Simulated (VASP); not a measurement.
The system is Rh.

```
CELL_PARAMETERS angstrom
-1.51103 1.51103 1.51103
1.51103 -1.51103 1.51103
1.51103 1.51103 -1.51103
ATOMIC_POSITIONS crystal
Rh 0.00000 0.00000 0.00000
```

This isn't the form of Rh at room conditions, which is fcc.

- Program: VASP 6.6.1
- Task: relaxation of cell and atoms
- Functional: r2SCAN
- Potentials or basis: VASP PAW PBE potentials, release 64 (Rh_pv)
- Cutoff: 600 eV
- k mesh: 20 × 20 × 20
- Occupations: gaussian, width 0.1 eV
- Spin: no spin polarisation

At the start: pressure 7.0 GPa; volume 13.80 Å³/atom.

Problem. Where does the relaxation end?

Solution. Over 4 steps the energy falls by 7.6 meV/atom and the volume is 14.16 Å³/atom (+2.6 %); space group Im-3m (No. 229, to 0.05 Å).

The path:
```tsv
step	energy change (eV)	largest force (eV/Å)	pressure (GPa)	volume (Å³)
1	0.0000	0.0000	7.03	13.80
2	0.0319	0.0000	-13.36	15.04
3	-0.0076	0.0000	-0.14	14.16
4	-0.0076	0.0000	0.02	14.16
```

Final structure:
```yaml
crystal:
  lattice:
    - [-1.52396, 1.52396, 1.52396]
    - [1.52396, -1.52396, 1.52396]
    - [1.52396, 1.52396, -1.52396]
  atoms:
    - { symbol: Rh, position: [0.00000, 0.00000, 0.00000] }
```

Caveat: the PAW data sets were made with another functional, which shifts forces and pressure a little.
